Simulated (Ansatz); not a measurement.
# SnSe (Fm-3m) in Ansatz: notebook

One crystal, SnSe, is run at these levels: LDA, PBEsol, RPBE, revPBE, BLYP; tasks: relaxation of cell and atoms.

Program: Ansatz 0.2.0. These are calculated values, not measurements. Logs are shortened: lines on timing, memory, paths and dates and some standing lists are left out, and cuts for length are marked.

### Step 1. The structure

Symmetry: Fm-3m, No. 225, cubic system. Conventional cell: a = 6.020 Å, b = 6.020 Å, c = 6.020 Å, α = 90.00°, β = 90.00°, γ = 90.00°. Sn (site symmetry m-3m) is surrounded by 6 Se at 3.01 Å. Around Se (site symmetry m-3m) lie 6 Sn at 3.01 Å.

Measurements of this composition are mostly on another form, of space group No. 62.

### Step 2. Relaxation of cell and atoms, LDA

input.yaml reads:

```yaml
crystal:
  lattice:
    - [0.0, 3.01, 3.01]
    - [3.01, 0.0, 3.01]
    - [3.01, 3.01, 0.0]
  atoms:
    - { symbol: Sn, position: [0.0, 0.0, 0.0] }
    - { symbol: Se, position: [0.5, 0.5, 0.5] }
hamiltonian:
  xc: lda
  pseudopotentials: { kind: paw }
kpoints:
  mp_grid: { grid: [8, 8, 8] }
scf:
  occupations: { method: fermi_dirac, width: 0.05 }
output:
  forces: true
  stress: true
  write_density: true
  write_potential: true
  elf: true
  volumetric_format: npy
relax:
  f_tol: 0.01
  max_steps: 40
  cell: { stress_tol: 0.05 }
```

Potentials or basis: Ansatz PAW.

The run is started by

```
$ ansatz run input.yaml --threads 2 --pin off --max-ram 5632MiB --backend cpu --events-out ev --progress --plain --runs-dir out
```

What it wrote:

```text
Warning: RAYON_NUM_THREADS=2 ignored (pool sized by the plan → 2); use --threads N
Engine: ansatz 0.2.0, aarch64-unknown-linux-gnu
Pseudopotentials: kind: paw
Pseudopotential: Sn, paw, valence charge 14, recommended cutoff 420 eV (normal), Sn.paw.azcp
Pseudopotential: Se, paw, valence charge 16, recommended cutoff 420 eV (normal), Se.paw.azcp
Functional definition: SPW92
  exchange = slater_x
  correlation = pw_c
Crystal: 2 atoms, lattice volume = 54.542 Å³
Basis set: ecut = 420 eV, 1067 PW (Γ)
Bands: 19, of which v1, the nominal top of the filled ones, is band 15 counted from 1 (14 counted from 0)
Symmetry: 48 space group operations
Space group: Fm-3m (ITA 225), of the structure as read, at distance tolerance 3.8e-5 Å
k-points: 29 of 512
Non-local potential: Sn, projectors of the file, l = 0: 2, l = 1: 2, l = 2: 2, l = 3: 2
Non-local potential: Se, projectors of the file, l = 0: 2, l = 1: 2, l = 2: 3, l = 3: 1
PAW form: soft (Blöchl's): semilocal exchange-correlation on the pseudo side does not see the compensation charge
PAW frozen core: Sn, regenerated for the run's functional, and the local potential with it (the file was generated under x = pbe(κ = 0.804, μ = 0.2195149727645171), c = pbe(β = 0.06672455060314922))
PAW frozen core: Se, regenerated for the run's functional, and the local potential with it (the file was generated under x = pbe(κ = 0.804, μ = 0.2195149727645171), c = pbe(β = 0.06672455060314922))
PAW one-centre angular grid: Sn, 590 points (default); XC on 64 Gauss nodes
PAW one-centre angular grid: Se, 590 points (default); XC on 64 Gauss nodes
Initial density: superposition of atomic densities (neutral atoms: chi_scale 0, normalization atom), corrected by the library's trained network
Initial wavefunctions: pseudopotential atomic-orbital guess
Functional: x = slater, c = lda
SCF iter   1: F=—  HF=-11263.626807 eV  |F-HF|=—  |Δ(HF+E_count)|=         —  Δρ=5.05e-3  dr2=7.67e-3  ethr=1.77e-3  ⟨swp⟩=5.9  Hψ=2635  notcnv=0
preconditioner: auto → none  [insulator: Δε(μ)=0.625 eV  Ē_g=17.250 eV  σ=0.050 eV  W_gap=1.00  n_scr=14 (ndim 8)  ℏωp=22.5 eV  f_vac=0.016  D(μ)=0.00/eV (n_scr^D=0)  ε∞_Penn≈2.7]
SCF iter   2: F=—  HF=-11263.622130 eV  |F-HF|=—  |Δ(HF+E_count)|=   4.68e-3  Δρ=2.09e-3  dr2=1.04e-3  ethr=2.56e-5  ⟨swp⟩=2.7  Hψ=1157  notcnv=0
SCF iter   3: F=—  HF=-11263.621831 eV  |F-HF|=—  |Δ(HF+E_count)|=   2.98e-4  Δρ=4.89e-4  dr2=2.96e-4  ethr=3.45e-6  ⟨swp⟩=2.0  Hψ=841  notcnv=0
SCF iter   4: F=—  HF=-11263.621736 eV  |F-HF|=—  |Δ(HF+E_count)|=   9.54e-5  Δρ=1.85e-4  dr2=8.79e-6  ethr=9.86e-7  ⟨swp⟩=2.7  Hψ=886  notcnv=0
SCF iter   5: F=—  HF=-11263.621733 eV  |F-HF|=—  |Δ(HF+E_count)|=   2.84e-6  Δρ=2.90e-5  dr2=3.34e-7  ethr=2.93e-8  ⟨swp⟩=2.0  Hψ=986  notcnv=0
SCF iter   6: F=-11263.621733 eV  HF=-11263.621733 eV  |F-HF|=2.54e-8  |Δ(HF+E_count)|=   2.83e-7  Δρ=1.04e-5  dr2=4.55e-8  ethr=3.33e-10  ⟨swp⟩=8.1  Hψ=3365  notcnv=0
SCF 1 converged in 6 iterations: F = -11263.621733 eV  dr2 = 4.55e-8
relax step   1: F+E_penalty+E_count = -11263.62173281 eV  Δ(F+E_penalty+E_count) = +0.000e0 eV  max|allowed force component| = 7.297e-30 eV/Å  Δτ_max = 0.0000 Å  P = -3.360 GPa  Ω = 54.542 Å³  (6 SCF iters, dr2 threshold 1.00e-7 eV, accepted)
Crystal: 2 atoms, lattice volume = 49.597 Å³
Basis set: ecut = 420 eV, 941 PW (Γ)
Initial density: handed on by an earlier stage of this run
Initial wavefunctions: those handed on with the density
iter 1 solved again at ethr=3.75e-5 eV; its pass at ethr=3.10e-3 eV (dr2=1.13e-2 eV) is discarded
SCF iter   1: F=—  HF=-11263.654286 eV  |F-HF|=—  |Δ(HF+E_count)|=         —  Δρ=3.30e-3  dr2=1.07e-2  ethr=3.75e-5  ⟨swp⟩=1.2  Hψ=3258  notcnv=0
preconditioner: auto → none  [insulator: Δε(μ)=0.721 eV  Ē_g=17.678 eV  σ=0.050 eV  W_gap=1.00  n_scr=14 (ndim 8)  ℏωp=23.6 eV  f_vac=0.001  D(μ)=0.00/eV (n_scr^D=0)  ε∞_Penn≈2.8]
SCF iter   2: F=—  HF=-11263.651332 eV  |F-HF|=—  |Δ(HF+E_count)|=   2.95e-3  Δρ=1.59e-3  dr2=2.26e-3  ethr=3.58e-5  ⟨swp⟩=2.0  Hψ=681  notcnv=0
SCF iter   3: F=—  HF=-11263.650663 eV  |F-HF|=—  |Δ(HF+E_count)|=   6.70e-4  Δρ=1.79e-4  dr2=8.14e-6  ethr=7.53e-6  ⟨swp⟩=2.0  Hψ=738  notcnv=0
[... 18 lines left out ...]
iter 1 solved again at ethr=8.29e-8 eV; its pass at ethr=3.10e-3 eV (dr2=2.49e-5 eV) is discarded
SCF iter   1: F=—  HF=-11263.659885 eV  |F-HF|=—  |Δ(HF+E_count)|=         —  Δρ=1.08e-4  dr2=1.24e-5  ethr=8.29e-8  ⟨swp⟩=2.0  Hψ=3071  notcnv=0
preconditioner: auto → none  [insulator: Δε(μ)=0.777 eV  Ē_g=17.514 eV  σ=0.050 eV  W_gap=1.00  n_scr=14 (ndim 8)  ℏωp=23.2 eV  f_vac=0.009  D(μ)=0.00/eV (n_scr^D=0)  ε∞_Penn≈2.8]
SCF iter   2: F=—  HF=-11263.659881 eV  |F-HF|=—  |Δ(HF+E_count)|=   3.43e-6  Δρ=5.11e-5  dr2=2.54e-6  ethr=4.14e-8  ⟨swp⟩=1.5  Hψ=568  notcnv=0
iter 3 did not close the SCF: its close was put off for the readings that it lacked (scf_convergence_deferred on its scf_iter line)
SCF iter   3: F=-11263.659880 eV  HF=-11263.659880 eV  |F-HF|=5.33e-9  |Δ(HF+E_count)|=   7.86e-7  Δρ=5.25e-6  dr2=6.89e-9  ethr=8.45e-9  ⟨swp⟩=2.0  Hψ=653  notcnv=0
iter 4 did not close the SCF: its close was put off for the readings that it lacked (scf_convergence_deferred on its scf_iter line)
SCF iter   4: F=-11263.659880 eV  HF=-11263.659880 eV  |F-HF|=6.18e-11  |Δ(HF+E_count)|=  8.62e-10  Δρ=1.67e-6  dr2=5.02e-10  ethr=2.30e-11  ⟨swp⟩=2.0  Hψ=987  notcnv=0
iter 5 did not close the SCF: its close was put off for the readings that it lacked (scf_convergence_deferred on its scf_iter line)
SCF iter   5: F=-11263.659880 eV  HF=-11263.659880 eV  |F-HF|=2.00e-11  |Δ(HF+E_count)|=  9.28e-11  Δρ=3.21e-7  dr2=3.74e-11  ethr=1.67e-12  ⟨swp⟩=2.0  Hψ=986  notcnv=0
SCF iter   6: F=-11263.659880 eV  HF=-11263.659880 eV  |F-HF|=0.00e0  |Δ(HF+E_count)|=  1.82e-12  Δρ=6.86e-8  dr2=2.09e-12  ethr=1.00e-12  ⟨swp⟩=4.7  Hψ=2444  notcnv=0
SCF 4 converged in 6 iterations: F = -11263.659880 eV  dr2 = 2.09e-12
relax step   4: F+E_penalty+E_count = -11263.65988043 eV  Δ(F+E_penalty+E_count) = -1.445e-4 eV  max|allowed force component| = 9.598e-30 eV/Å  Δτ_max = 0.0000 Å  P = -0.011 GPa  Ω = 51.170 Å³  energy of the carried Pulay correction = +6.139e-4 eV  (6 SCF iters, dr2 threshold 1.06e-7 eV, accepted)
Initial wavefunctions: pseudopotential atomic-orbital guess (no wavefunctions were taken with the density)
iter 1 solved again at ethr=9.11e-8 eV; its pass at ethr=3.10e-3 eV (dr2=2.73e-5 eV) is discarded
SCF iter   1: F=—  HF=-11263.659294 eV  |F-HF|=—  |Δ(HF+E_count)|=         —  Δρ=5.14e-5  dr2=1.87e-7  ethr=9.11e-8  ⟨swp⟩=3.0  Hψ=4227  notcnv=0
preconditioner: auto → none  [insulator: Δε(μ)=0.777 eV  Ē_g=17.512 eV  σ=0.050 eV  W_gap=1.00  n_scr=14 (ndim 8)  ℏωp=23.2 eV  f_vac=0.008  D(μ)=0.00/eV (n_scr^D=0)  ε∞_Penn≈2.8]
SCF iter   2: F=—  HF=-11263.659291 eV  |F-HF|=—  |Δ(HF+E_count)|=   2.84e-6  Δρ=2.58e-5  dr2=6.32e-8  ethr=6.23e-10  ⟨swp⟩=2.0  Hψ=986  notcnv=0
SCF iter   3: F=—  HF=-11263.659291 eV  |F-HF|=—  |Δ(HF+E_count)|=   4.08e-8  Δρ=7.34e-6  dr2=4.21e-9  ethr=2.11e-10  ⟨swp⟩=2.3  Hψ=659  notcnv=0
SCF iter   4: F=—  HF=-11263.659291 eV  |F-HF|=—  |Δ(HF+E_count)|=   4.89e-9  Δρ=8.25e-7  dr2=1.35e-10  ethr=1.40e-11  ⟨swp⟩=2.7  Hψ=1003  notcnv=0
iter 5 did not close the SCF: its close was put off for the readings that it lacked (scf_convergence_deferred on its scf_iter line)
SCF iter   5: F=-11263.659291 eV  HF=-11263.659291 eV  |F-HF|=5.46e-12  |Δ(HF+E_count)|=  2.55e-11  Δρ=4.48e-8  dr2=8.43e-13  ethr=1.00e-12  ⟨swp⟩=1.3  Hψ=565  notcnv=0
SCF iter   6: F=-11263.659291 eV  HF=-11263.659291 eV  |F-HF|=1.82e-12  |Δ(HF+E_count)|=    0.00e0  Δρ=1.36e-8  dr2=3.59e-14  ethr=1.00e-12  ⟨swp⟩=4.0  Hψ=2200  notcnv=0
SCF 5 converged in 6 iterations: F = -11263.659291 eV  dr2 = 3.59e-14
relax step   5: F+E_penalty+E_count = -11263.65929138 eV  Δ(F+E_penalty+E_count) = +5.891e-4 eV  max|allowed force component| = 1.405e-30 eV/Å  Δτ_max = 0.0000 Å  P = -0.014 GPa  Ω = 51.170 Å³  stress off target by 1.44e-2 GPa  SCF on the basis re-selected at this cell (its energy is not comparable with the rows above)  (6 SCF iters)
basis re-selected at this cell: Δ(F+E_penalty+E_count) = +5.891e-4 eV, ΔP = -0.004 GPa vs the last step (what re-selecting the basis moved, of the pressure what is left beyond the Pulay correction that the steps carried, after the strain that the cell walked since its last selection, with what the two solves' SCF thresholds leave and, on support functions, any second-order correction that the steps lacked; it is no measure of the basis error at this ecutwfc). This SCF's stress stands 1.44e-2 GPa from its target on what of the cell is left free (relax.cell.stress_tol is 5.00e-2 GPa) and its largest allowed force component is 1.41e-30 eV/Å (relax.f_tol is 1.00e-2 eV/Å): within both
SCF converged after 6 iterations
Free energy (F): -11263.659291 eV
Harris-Foulkes:  -11263.659291 eV  (|F-HF|=1.82e-12)
Internal energy: -11263.659252 eV  (E = F + TS)
E sigma→0 (E₀):  -11263.659272 eV
Entropy (-TS):   -0.000039 eV (-0.020 meV/atom)
Fermi energy:    9.947264 eV
--- Per-component energies (eV) ---
  E_band       = -462.152291
  E_kinetic    = 306.385490
  E_local      = -3232.621859  (includes V_loc(G=0)·N_el)
  E_nonlocal   = -617.497866
  E_hartree    = 1708.136625
  E_xc         = -484.124197
  E_vxc        = -198.692867  (∫ρ·V_xc dr)
  E_paw        = -5818.350122  (= ΣΔE_a)
  E_vpaw       = -135.997794  (= ΣTr[D̂ρ^β])
  E_aug_tail   = -0.000652  (compensation charges beyond the density's cutoff)
  E_ewald      = -3128.228932
  E_core_change = 2.642261  (= ΣΔE_core)
  E_smearing   = -0.000039  (= −TS)
  E_closure    = -0.000000  (closes the sum)
  Σ components = -11263.659291   (vs F -11263.659291, Δ=0.00e0)
--- Forces (eV/Å), atoms counted from 1 ---
  atom   1  Sn    -0.00000000    -0.00000000     0.00000000
  atom   2  Se    -0.00000000    -0.00000000     0.00000000
  max |Σ_I F_I| component: 3.50e-30 eV/Å
--- Stress (GPa, compression-positive) ---
       -0.014438       0.000000      -0.000000
        0.000000      -0.014438      -0.000000
       -0.000000      -0.000000      -0.014438
  P = ⅓ Tr σ = -0.0144 GPa (-0.144 kbar)
--- Band table (eV; the first three rows and the last of 29) ---
  k-point 0: bands = ["-38.2935", "-38.2935", "-38.2911", "-38.2911", "-38.2911", "-11.7876", "-11.7876", "-11.7827", "-11.7827", "-11.7827", "-4.6459", "4.6784", "7.3505", "7.3505", "7.3505", "14.1564", "14.1564", "14.1564", "15.5112"]
  k-point 1: bands = ["-38.2935", "-38.2935", "-38.2911", "-38.2911", "-38.2911", "-11.7889", "-11.7889", "-11.7823", "-11.7806", "-11.7806", "-4.5230", "3.9813", "7.3720", "7.3720", "7.8997", "13.2135", "13.3556", "13.3556", "15.4881"]
  k-point 2: bands = ["-38.2935", "-38.2935", "-38.2911", "-38.2911", "-38.2911", "-11.7926", "-11.7926", "-11.7813", "-11.7748", "-11.7748", "-4.1887", "2.7427", "7.4456", "7.4456", "8.7131", "11.8881", "12.1233", "12.1233", "15.7988"]
  k-point 28: bands = ["-38.2935", "-38.2934", "-38.2910", "-38.2910", "-38.2909", "-11.8163", "-11.7868", "-11.7758", "-11.7758", "-11.7592", "-3.1967", "2.5015", "4.6061", "4.6061", "8.9054", "11.1602", "14.5343", "14.5343", "17.1022"]
--- Relaxed structure (4 steps of the walk, 4 accepted, 1 SCFs on fresh bases) ---
  F+E_penalty+E_count = -11263.65929138 eV   max|allowed force component| = 1.405e-30 eV/Å   (the final SCF, on the basis selected at the relaxed cell)
  cell:  # Å, volume = 51.1698 Å³
    - [-1.7324264911845005e-33, 2.946645537030963, 2.946645537030963]
    - [2.9466455370309625, 1.0691058840368783e-50, 2.946645537030963]
    - [2.9466455370309625, 2.946645537030963, -3.057223219737354e-34]
  atoms:
    - { symbol: Sn, position: [9.331055932136263e-36, -2.6660159806337238e-36, -3.732422372847025e-35] }
    - { symbol: Se, position: [0.5, 0.5, 0.5] }
```

Run time: 4.3 s. Hardware: 2 threads of Arm Neoverse V1, shared host; peak memory 0.34 GiB.

Results:

- Free energy: -11263.6593 eV
- Relaxed volume: 25.58 Å³/atom
- Relaxed cell: a = 4.167 Å, b = 4.167 Å, c = 4.167 Å, α = 60.00°, β = 60.00°, γ = 60.00°
- Space group after relaxing (to 0.05 Å): Fm-3m (No. 225)
- Energy gained by relaxing: 18.8 meV/atom
- Ionic steps: 5
- Pressure after relaxing: 0.0 GPa
- Band gap on the k mesh: 0.78 eV, indirect (least direct gap 0.89 eV)

The path:
| step | energy change (eV) | largest force (eV/Å) | volume (Å³) |
| --- | --- | --- | --- |
| 1 | 0.0000 | 0.0000 | 54.54 |
| 2 | -0.0289 | 0.0000 | 49.60 |
| 3 | -0.0380 | 0.0000 | 51.34 |
| 4 | -0.0381 | 0.0000 | 51.17 |
| 5 | -0.0376 | 0.0000 | 51.17 |

Final structure:
```
CELL_PARAMETERS angstrom
0.00000 2.94665 2.94665
2.94665 0.00000 2.94665
2.94665 2.94665 0.00000
ATOMIC_POSITIONS crystal
Sn 0.00000 0.00000 0.00000
Se 0.50000 0.50000 0.50000
```

Levels at points of the mesh, in eV from the valence-band top:
| k point | band 13 | band 14 | band 15 | band 16 | band 17 | band 18 |
| --- | --- | --- | --- | --- | --- | --- |
| (0.00, 0.00, 0.00) | -2.20 | -2.20 | -2.20 | 4.60 | 4.60 | 4.60 |
| (0.00, 0.00, -0.50) | -1.93 | -1.93 | 0.00 | 0.89 | 1.29 | 1.29 |
| (0.00, -0.50, -0.50) | -5.77 | -3.78 | -3.78 | 2.93 | 5.76 | 5.76 |

Caveat: the plane-wave basis is chosen anew once the cell has moved, so the energies of steps on either side of that aren't comparable; spin-orbit coupling is left out, which moves the levels of the heavy elements; the PAW data sets come from PBE, with cores solved anew for the run's functional, which leaves a small shift of forces and pressure. A k mesh can miss the band edges.

### Step 3. Relaxation of cell and atoms, PBEsol

input.yaml: that of step 2 with these lines changed.

```diff
@@ -9,3 +9,3 @@
 hamiltonian:
-  xc: lda
+  xc: pbesol
   pseudopotentials: { kind: paw }
@@ -18,6 +18,2 @@
   stress: true
-  write_density: true
-  write_potential: true
-  elf: true
-  volumetric_format: npy
 relax:
```

Potentials or basis: Ansatz PAW.

The run is started by

```
$ ansatz run input.yaml --threads 2 --pin off --max-ram 5632MiB --backend cpu --events-out ev --progress --plain --runs-dir out
```

What it wrote:

```text
Warning: RAYON_NUM_THREADS=2 ignored (pool sized by the plan → 2); use --threads N
[... 4 set-up lines as earlier in the session ...]
Functional definition: PBEsol
  exchange = pbesol_x
  correlation = pbesol_c
Crystal: 2 atoms, lattice volume = 54.542 Å³
Basis set: ecut = 420 eV, 1067 PW (Γ), exchange–correlation on 60×60×60 points (8 copies of the dense FFT grid, shifted against one another)
Bands: 19, of which v1, the nominal top of the filled ones, is band 15 counted from 1 (14 counted from 0)
[... 2 set-up lines as earlier in the session ...]
k-points: 29 of 512
[... 4 set-up lines as earlier in the session ...]
[... 81 lines left out ...]
  E_xc         = -483.656129
  E_vxc        = -196.005822  (∫ρ·V_xc dr)
  E_paw        = -5929.417624  (= ΣΔE_a)
  E_vpaw       = -131.212089  (= ΣTr[D̂ρ^β])
  E_aug_tail   = -0.000567  (compensation charges beyond the density's cutoff)
  E_ewald      = -3100.755191
  E_core_change = 1.293290  (= ΣΔE_core)
  E_smearing   = -0.000036  (= −TS)
  E_closure    = 0.000000  (closes the sum)
  Σ components = -11374.862787   (vs F -11374.862787, Δ=0.00e0)
--- Forces (eV/Å), atoms counted from 1 ---
  atom   1  Sn    -0.00000000    -0.00000000     0.00000000
  atom   2  Se     0.00000000    -0.00000000    -0.00000000
  max |Σ_I F_I| component: 4.84e-29 eV/Å
--- Stress (GPa, compression-positive) ---
       -0.002400      -0.000000      -0.000000
       -0.000000      -0.002400      -0.000000
       -0.000000      -0.000000      -0.002400
  P = ⅓ Tr σ = -0.0024 GPa (-0.024 kbar)
--- Relaxed structure (4 steps of the walk, 4 accepted, 1 SCFs on fresh bases) ---
  F+E_penalty+E_count = -11374.86278689 eV   max|allowed force component| = 3.050e-29 eV/Å   (the final SCF, on the basis selected at the relaxed cell)
  cell:  # Å, volume = 52.5420 Å³
    - [-4.808757356045213e-34, 2.972753814205343, 2.972753814205343]
    - [2.972753814205343, -2.4203017156254057e-34, 2.972753814205343]
    - [2.972753814205343, 2.972753814205343, -2.3884556404198073e-34]
  atoms:
    - { symbol: Sn, position: [6.665039951527433e-36, -1.866211186423877e-35, -7.998047941837615e-36] }
    - { symbol: Se, position: [0.49999999999999994, 0.49999999999999994, 0.49999999999999994] }
```

Run time: 4.1 s. Hardware: 2 threads of Arm Neoverse V1, shared host; peak memory 0.34 GiB.

Results:

```yaml
Free_energy: -11374.8628 eV
Relaxed_volume: 26.27 Å³/atom
Relaxed_cell: a = 4.204 Å, b = 4.204 Å, c = 4.204 Å, α = 60.00°, β = 60.00°, γ = 60.00°
Space_group_after_relaxing_to_0.05_Å: Fm-3m (No. 225)
Energy_gained_by_relaxing: 6.3 meV/atom
Ionic_steps: 5
Pressure_after_relaxing: 0.0 GPa
Band_gap_on_the_k_mesh: 0.75 eV
```

Step by step:
| step | energy change (eV) | largest force (eV/Å) | volume (Å³) |
| --- | --- | --- | --- |
| 1 | 0.0000 | 0.0000 | 54.54 |
| 2 | -0.0103 | 0.0000 | 51.65 |
| 3 | -0.0128 | 0.0000 | 52.60 |
| 4 | -0.0128 | 0.0000 | 52.54 |
| 5 | -0.0125 | 0.0000 | 52.54 |

Final structure:
```
Sn Se
1.0
     0.00000    2.97275    2.97275
     2.97275    0.00000    2.97275
     2.97275    2.97275    0.00000
Sn Se
1 1
Direct
  0.00000 0.00000 0.00000
  0.50000 0.50000 0.50000
```

Caveat: the plane-wave basis is chosen anew once the cell has moved, so the energies of steps on either side of that aren't comparable; spin-orbit coupling is left out, which moves the levels of the heavy elements; the PAW data sets come from PBE, with cores solved anew for the run's functional, which leaves a small shift of forces and pressure.

### Step 4. Relaxation of cell and atoms, RPBE

input.yaml: that of step 3 with these lines changed.

```diff
@@ -9,3 +9,3 @@
 hamiltonian:
-  xc: pbesol
+  xc: rpbe
   pseudopotentials: { kind: paw }
```

The run is started by

```
$ ansatz run input.yaml --threads 2 --pin off --max-ram 5632MiB --backend cpu --events-out ev --progress --plain --runs-dir out
```

Wall time 4.1 s (2 threads of Arm Neoverse V1, shared host); peak memory 0.35 GiB.

The run converged. Its results:

```
Free energy                            : -11508.7487 eV
Relaxed volume                         : 28.74 Å³/atom
Relaxed cell                           : a = 4.332 Å, b = 4.332 Å, c = 4.332 Å, α = 60.00°, β = 60.00°, γ = 60.00°
Space group after relaxing (to 0.05 Å) : Fm-3m (No. 225)
Energy gained by relaxing              : 11.3 meV/atom
Ionic steps                            : 5
Pressure after relaxing                : 0.0 GPa
```

The path:
| step | energy change (eV) | largest force (eV/Å) | volume (Å³) |
| --- | --- | --- | --- |
| 1 | 0.0000 | 0.0000 | 54.54 |
| 2 | -0.0194 | 0.0000 | 58.54 |
| 3 | -0.0221 | 0.0000 | 57.58 |
| 4 | -0.0221 | 0.0000 | 57.49 |
| 5 | -0.0225 | 0.0000 | 57.49 |

Final structure:
```xyz
2
Lattice="0.0000 3.0632 3.0632 3.0632 0.0000 3.0632 3.0632 3.0632 0.0000" Properties=species:S:1:pos:R:3 pbc="T T T"
Sn    0.0000    0.0000    0.0000
Se    3.0632    3.0632    3.0632
```

Caveat: the plane-wave basis is chosen anew once the cell has moved, so the energies of steps on either side of that aren't comparable; the PAW data sets come from PBE, with cores solved anew for the run's functional, which leaves a small shift of forces and pressure. RPBE and its kin give volumes clearly too large for solids.

[end of part 1 of 2]
